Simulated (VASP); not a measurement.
S:

```
CELL_PARAMETERS angstrom
1.87550 1.08282 1.38124
-1.87550 1.08282 1.38124
0.00000 -2.16565 1.38124
ATOMIC_POSITIONS crystal
S 0.00000 0.00000 0.00000
```

This isn't the form of S at room conditions, which is orthorhombic, of S8 rings.

```yaml
Program: VASP 6.6.1
Task: relaxation of cell and atoms
Functional: PBE
Potentials_or_basis: VASP PAW PBE potentials, release 64 (S)
Cutoff: 520 eV
k_mesh: 22 × 22 × 22
Occupations: gaussian, width 0.1 eV
Spin: no spin polarisation
```

At the start: pressure 1.2 GPa; volume 16.83 Å³/atom.

Task: Where does the relaxation end?

Result: Over 11 steps the energy falls by 11.8 meV/atom and the volume is 17.17 Å³/atom (+2.0 %); space group Pm-3m (No. 221, to 0.05 Å).

The path:
```tsv
step	energy change (eV)	largest force (eV/Å)	pressure (GPa)	volume (Å³)
1	0.0000	0.0000	1.19	16.83
2	-0.0024	0.0000	0.33	17.01
3	-0.0041	0.0000	-1.73	17.48
4	-0.0043	0.0000	-1.25	17.37
5	-0.0063	0.0000	-1.11	17.36
6	-0.0103	0.0000	-0.71	17.31
7	-0.0106	0.0000	-0.03	17.17
8	-0.0117	0.0000	-0.35	17.24
9	-0.0117	0.0000	-0.33	17.24
10	-0.0118	0.0000	0.07	17.16
11	-0.0118	0.0000	0.00	17.17
```

Final structure:
```xyz
1
Lattice="1.8250 1.0537 1.4883 -1.8250 1.0537 1.4883 0.0000 -2.1074 1.4883" Properties=species:S:1:pos:R:3 pbc="T T T"
S     0.0000   -2.1074    1.4883
```
